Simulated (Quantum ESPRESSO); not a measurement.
# AlO (Pm-3m) in Quantum ESPRESSO: equation of state

How stiff is AlO in PBE, and what volume does it want? The cell is scaled to several volumes.

Program: Quantum ESPRESSO 7.5. These are calculated values, not measurements. Logs are shortened: lines on timing, memory, paths and dates and some standing lists are left out, and cuts for length are marked.

### 1 Starting point

The structure is cubic, space group Pm-3m (No. 221). The conventional cell has a = 2.769 Å, b = 2.769 Å, c = 2.769 Å, α = 90.00°, β = 90.00°, γ = 90.00°. Al (site symmetry m-3m) is surrounded by 8 O at 2.40 Å. O (site symmetry m-3m) is surrounded by 8 Al at 2.40 Å.

The cell was built by a generator and needn't be a form met in nature.

### 2 Single point, PBE, 9.98 Å³/atom

Contents of pw.in:

```
&CONTROL
  calculation = 'scf'
  prefix = 'pwscf'
  outdir = './tmp'
  pseudo_dir = './pseudo'
  tprnfor = .true.
  tstress = .true.
  disk_io = 'nowf'
/
&SYSTEM
  ibrav = 0
  nat = 2
  ntyp = 2
  ecutwfc = 55
  ecutrho = 440
  nbnd = 10
  occupations = 'smearing'
  smearing = 'fd'
  degauss = 0.00367493
/
&ELECTRONS
  conv_thr = 4d-10
  electron_maxstep = 120
  mixing_beta = 0.5
/
ATOMIC_SPECIES
Al    26.9815 Al.pbe-n-kjpaw_psl.1.0.0.UPF
O     15.9990 O.pbe-n-kjpaw_psl.0.1.UPF
CELL_PARAMETERS angstrom
   2.7126600564    0.0000000000    0.0000000000
   0.0000000000    2.7126600564    0.0000000000
   0.0000000000    0.0000000000    2.7126600564
ATOMIC_POSITIONS crystal
Al     0.5000000000    0.5000000000    0.5000000000
O      0.0000000000    0.0000000000    0.0000000000
K_POINTS automatic
10 10 10 0 0 0
```

Potentials or basis: SSSP 1.3 efficiency PBE.

Started as:

```console
$ OMP_NUM_THREADS=1 pw.x -in pw.in > pw.out
```

pw.out:

```text
This program is part of the open-source Quantum ESPRESSO suite
     for quantum simulation of materials; please cite
         "P. Giannozzi et al., J. Phys.:Condens. Matter 21 395502 (2009);
         "P. Giannozzi et al., J. Phys.:Condens. Matter 29 465901 (2017);
         "P. Giannozzi et al., J. Chem. Phys. 152 154105 (2020);
     in publications or presentations arising from this work. More details at

     file Al.pbe-n-kjpaw_psl.1.0.0.UPF: wavefunction(s)  3S 3P renormalized
     file O.pbe-n-kjpaw_psl.0.1.UPF: wavefunction(s)  2P renormalized
     Message from routine setup:
     using ibrav=0 with symmetry is DISCOURAGED, use correct ibrav instead

     G-vector sticks info
     --------------------
     sticks:   dense  smooth     PW     G-vecs:    dense   smooth      PW
     Sum         925     465    145                20863     7441    1357

     Using Slab Decomposition

     bravais-lattice index     =            0
     lattice parameter (alat)  =       5.1262  a.u.
     unit-cell volume          =     134.7047 (a.u.)^3
     number of atoms/cell      =            2
     number of atomic types    =            2
     number of electrons       =         9.00
     number of Kohn-Sham states=           10
     kinetic-energy cutoff     =      55.0000  Ry
     charge density cutoff     =     440.0000  Ry
     scf convergence threshold =      4.0E-10
     mixing beta               =       0.5000
     number of iterations used =            8  plain     mixing
     Exchange-correlation= SLA  PW   PBX  PBC
                           (   1   4   3   4   0   0   0)

     celldm(1)=   5.126185  celldm(2)=   0.000000  celldm(3)=   0.000000
     celldm(4)=   0.000000  celldm(5)=   0.000000  celldm(6)=   0.000000

     crystal axes: (cart. coord. in units of alat)
               a(1) = (   1.000000   0.000000   0.000000 )
               a(2) = (   0.000000   1.000000   0.000000 )
               a(3) = (   0.000000   0.000000   1.000000 )

     reciprocal axes: (cart. coord. in units 2 pi/alat)
               b(1) = (  1.000000  0.000000  0.000000 )
               b(2) = (  0.000000  1.000000  0.000000 )
               b(3) = (  0.000000  0.000000  1.000000 )

     PseudoPot. # 1 for Al read from file:
     Al.pbe-n-kjpaw_psl.1.0.0.UPF
     Pseudo is Projector augmented-wave + core cor, Zval =  3.0
     Generated using "atomic" code by A. Dal Corso  v.5.1
     Shape of augmentation charge: PSQ
     Using radial grid of 1135 points,  6 beta functions with:
                l(1) =   0
                l(2) =   0
                l(3) =   1
                l(4) =   1
                l(5) =   2
                l(6) =   2
     Q(r) pseudized with 0 coefficients

     PseudoPot. # 2 for O  read from file:
     O.pbe-n-kjpaw_psl.0.1.UPF
     Pseudo is Projector augmented-wave + core cor, Zval =  6.0
     Generated using "atomic" code by A. Dal Corso  v.5.0.99 svn rev. 10869
     Shape of augmentation charge: BESSEL
     Using radial grid of 1095 points,  4 beta functions with:
                l(1) =   0
                l(2) =   0
                l(3) =   1
                l(4) =   1
     Q(r) pseudized with 0 coefficients

     atomic species   valence    mass     pseudopotential
     Al                3.00    26.98150     Al( 1.00)
     O                 6.00    15.99900     O ( 1.00)

     48 Sym. Ops., with inversion, found

   Cartesian axes

     site n.     atom                  positions (alat units)
         1        Al     tau(   1) = (   0.5000000   0.5000000   0.5000000  )
         2        O      tau(   2) = (   0.0000000   0.0000000   0.0000000  )

     number of k points=    56  Fermi-Dirac smearing, width (Ry)=  0.0037
                       cart. coord. in units 2pi/alat
        k(    1) = (   0.0000000   0.0000000   0.0000000), wk =   0.0020000
        k(    2) = (   0.0000000   0.0000000   0.1000000), wk =   0.0120000
        k(    3) = (   0.0000000   0.0000000   0.2000000), wk =   0.0120000
        k(    4) = (   0.0000000   0.0000000   0.3000000), wk =   0.0120000
        k(    5) = (   0.0000000   0.0000000   0.4000000), wk =   0.0120000
        k(    6) = (   0.0000000   0.0000000  -0.5000000), wk =   0.0060000
[... 48 lines left out ...]
        k(   55) = (   0.4000000  -0.5000000  -0.5000000), wk =   0.0120000
        k(   56) = (  -0.5000000  -0.5000000  -0.5000000), wk =   0.0020000

     Dense  grid:    20863 G-vectors     FFT dimensions: (  36,  36,  36)

     Smooth grid:     7441 G-vectors     FFT dimensions: (  25,  25,  25)

     Initial potential from superposition of free atoms

     starting charge       8.9977, renormalised to       9.0000
     Starting wfcs are    8 randomized atomic wfcs +    2 random wfcs

     Self-consistent Calculation

     iteration #  1     ecut=    55.00 Ry     beta= 0.50
     Davidson diagonalization with overlap
     ethr =  1.00E-02,  avg # of iterations =  4.8

     total energy              =     -81.00280265 Ry
     estimated scf accuracy    <       0.29188319 Ry

     iteration #  2     ecut=    55.00 Ry     beta= 0.50
     Davidson diagonalization with overlap
     ethr =  3.24E-03,  avg # of iterations =  1.9

     total energy              =     -81.08516530 Ry
     estimated scf accuracy    <       0.18597332 Ry

     iteration #  3     ecut=    55.00 Ry     beta= 0.50
     Davidson diagonalization with overlap
     ethr =  2.07E-03,  avg # of iterations =  1.0
[... 36 lines left out ...]
     total energy              =     -81.11878854 Ry
     estimated scf accuracy    <       0.00000001 Ry

     iteration #  9     ecut=    55.00 Ry     beta= 0.50
     Davidson diagonalization with overlap
     ethr =  1.31E-10,  avg # of iterations =  1.5

     total energy              =     -81.11878854 Ry
     estimated scf accuracy    <          9.4E-10 Ry

     iteration # 10     ecut=    55.00 Ry     beta= 0.50
     Davidson diagonalization with overlap
     ethr =  1.05E-11,  avg # of iterations =  2.1

     End of self-consistent calculation

          k = 0.0000 0.0000 0.0000 (   925 PWs)   bands (ev):

   -10.6129   6.4124   6.4675   6.4675   6.4675  16.7373  16.7373  22.9157
    22.9157  22.9157

          k = 0.0000 0.0000 0.1000 (   920 PWs)   bands (ev):

   -10.5183   4.9105   6.5194   6.5194   7.7274  16.6866  16.9216  22.7948
    22.7948  23.3352

          k = 0.0000 0.0000 0.2000 (   920 PWs)   bands (ev):

   -10.2558   3.2842   6.6590   6.6590   8.8245  16.2791  17.4647  22.4435
    22.4435  24.7457

          k = 0.0000 0.0000 0.3000 (   924 PWs)   bands (ev):

    -9.8958   1.8151   6.8401   6.8401   9.8670  15.3885  18.3243  21.9454
    21.9454  27.0491
[... 68 lines left out ...]
    -8.9056   1.6480   3.8841   7.3973  10.7796  14.5649  16.5323  21.7036
    22.7109  25.9591

          k = 0.0000 0.4000 0.4000 (   924 PWs)   bands (ev):

    -8.7752   2.4306   2.9494   7.4814   9.8854  15.2863  16.5338  20.8013
    23.4328  25.2962

          k = 0.0000 0.4000-0.5000 (   924 PWs)   bands (ev):

    -8.6773   2.3465   3.0018   7.5369   9.3534  15.8024  16.4708  20.2252
    23.7893  26.9972

          k = 0.0000-0.5000-0.5000 (   952 PWs)   bands (ev):

    -8.5849   2.6826   2.6826   7.5916   8.7532  16.4777  16.4777  19.4486
    24.9132  25.5574

          k = 0.1000 0.1000 0.1000 (   931 PWs)   bands (ev):

   -10.3336   4.3283   6.0209   6.0209   9.0786  16.8616  16.8616  21.5769
    23.9661  23.9661

          k = 0.1000 0.1000 0.2000 (   925 PWs)   bands (ev):

   -10.0801   3.3341   5.7410   6.2025   9.9868  16.4221  17.0568  21.1814
    23.7244  25.7761

          k = 0.1000 0.1000 0.3000 (   927 PWs)   bands (ev):

    -9.7338   2.0399   5.9196   6.4419  10.8670  15.3841  17.2571  21.2744
    23.5044  26.5660
[... 43 lines left out ...]
    -8.8407   1.7860   3.9765   6.9549  10.9099  14.6791  15.9002  21.8320
    22.2674  25.2187

          k = 0.1000 0.4000 0.4000 (   933 PWs)   bands (ev):

    -8.7117   2.5530   3.0645   7.0589  10.0419  15.1441  16.0939  20.8513
    22.8052  25.0496

          k = 0.1000 0.4000-0.5000 (   924 PWs)   bands (ev):

    -8.6154   2.4718   3.1135   7.1327   9.5235  15.5827  15.9402  20.5235
    23.0654  24.9198

          k = 0.1000-0.5000-0.5000 (   936 PWs)   bands (ev):

    -8.5242   2.8001   2.8001   7.2039   8.9370  15.9888  15.9888  19.9694
    23.8414  24.7796

          k = 0.2000 0.2000 0.2000 (   925 PWs)   bands (ev):

    -9.6107   3.1499   5.1714   5.1714  11.4243  16.2872  16.2872  19.5856
    25.3855  25.3855

          k = 0.2000 0.2000 0.3000 (   930 PWs)   bands (ev):

    -9.3014   2.6061   4.7859   5.5162  11.8856  15.4910  15.7125  19.8720
    24.4755  25.1900

          k = 0.2000 0.2000 0.4000 (   922 PWs)   bands (ev):

    -9.0243   1.8612   4.9562   5.8299  12.1431  14.5866  15.1571  20.8535
    24.0427  24.2245
[... 18 lines left out ...]
    -8.6638   2.1800   4.2183   5.9626  11.2473  14.4526  14.6658  21.4690
    22.1890  24.2808

          k = 0.2000 0.4000 0.4000 (   948 PWs)   bands (ev):

    -8.5390   2.8990   3.3897   6.0786  10.4885  14.4399  14.9783  20.7631
    22.2640  24.6521

          k = 0.2000 0.4000-0.5000 (   936 PWs)   bands (ev):

    -8.4472   2.8277   3.4279   6.1867  10.0155  14.6402  14.7852  21.3860
    21.4575  24.5080

          k = 0.2000-0.5000-0.5000 (   936 PWs)   bands (ev):

    -8.3598   3.1327   3.1327   6.2882   9.4740  14.7790  14.7790  21.2483
    21.3339  24.5633

          k = 0.3000 0.3000 0.3000 (   934 PWs)   bands (ev):

    -8.7548   3.0945   4.5428   4.5428  11.9515  14.4523  14.4523  19.5662
    24.3773  24.3774

          k = 0.3000 0.3000 0.4000 (   939 PWs)   bands (ev):

    -8.5233   2.9561   4.2762   4.9433  11.6542  13.5408  14.2351  20.0544
    23.3311  24.1081

          k = 0.3000 0.3000-0.5000 (   942 PWs)   bands (ev):

    -8.4296   2.7571   4.3606   5.1154  11.4353  13.1788  14.2158  20.4744
    22.5489  24.0342

          k = 0.3000 0.4000 0.4000 (   932 PWs)   bands (ev):

    -8.3109   3.3897   3.8541   5.0305  11.1260  13.3038  13.6433  19.6690
    22.8979  24.3962

          k = 0.3000 0.4000-0.5000 (   938 PWs)   bands (ev):

    -8.2254   3.3413   3.8699   5.1682  10.7536  13.1514  13.6285  19.4644
    22.6963  24.2761

          k = 0.3000-0.5000-0.5000 (   944 PWs)   bands (ev):

    -8.1434   3.6095   3.6095   5.2896  10.3073  13.3656  13.3656  19.0057
    22.7320  24.4254

          k = 0.4000 0.4000 0.4000 (   934 PWs)   bands (ev):

    -8.1126   3.8263   4.3038   4.3038  11.5400  12.5602  12.5602  18.4095
    23.5315  24.2787

          k = 0.4000 0.4000-0.5000 (   938 PWs)   bands (ev):

    -8.0330   3.8481   4.2127   4.5010  11.4015  12.1353  12.6299  17.8404
    23.6502  24.2467

          k = 0.4000-0.5000-0.5000 (   932 PWs)   bands (ev):

    -7.9560   4.0746   4.0746   4.5506  11.2638  12.2320  12.2320  17.1344
    23.9008  24.3635

          k =-0.5000-0.5000-0.5000 (   912 PWs)   bands (ev):

    -7.8810   4.2799   4.2799   4.2799  11.7884  11.7884  11.7884  16.3027
    24.3469  24.3469

     the Fermi energy is    11.2860 ev

!    total energy              =     -81.11878854 Ry
     total all-electron energy =      -636.108463 Ry
     estimated scf accuracy    <          2.2E-12 Ry
     smearing contrib. (-TS)   =      -0.00066678 Ry
     internal energy E=F+TS    =     -81.11812176 Ry

     The total energy is F=E-TS. E is the sum of the following terms:
     one-electron contribution =      -5.90783690 Ry
     hartree contribution      =       9.57006891 Ry
     xc contribution           =     -10.03571995 Ry
     ewald contribution        =     -30.53890846 Ry
     one-center paw contrib.   =     -44.20572536 Ry

     convergence has been achieved in  10 iterations

     Forces acting on atoms (cartesian axes, Ry/au):

     atom    1 type  1   force =     0.00000000    0.00000000    0.00000000
     atom    2 type  2   force =     0.00000000    0.00000000    0.00000000

     Total force =     0.000000     Total SCF correction =     0.000000

     Computing stress (Cartesian axis) and pressure

          total   stress  (Ry/bohr**3)                   (kbar)     P=       88.92
   0.00060443   0.00000000   0.00000000           88.92        0.00        0.00
   0.00000000   0.00060443   0.00000000            0.00       88.92        0.00
   0.00000000   0.00000000   0.00060443            0.00        0.00       88.92

=------------------------------------------------------------------------------=
   JOB DONE.
=------------------------------------------------------------------------------=
```

Run time: 8.9 s. Hardware: 1 thread of Arm Neoverse V2, shared host; peak memory 0.11 GiB.

What came out:

```
Free energy            : -1103.6773 eV
Pressure               : 8.9 GPa
Band gap on the k mesh : none (metal or under the smearing width)
```

Caveat: an odd number of electrons without spin polarisation forces a metal; a magnetic or distorted state may lie lower.

[end of part 1 of 2]
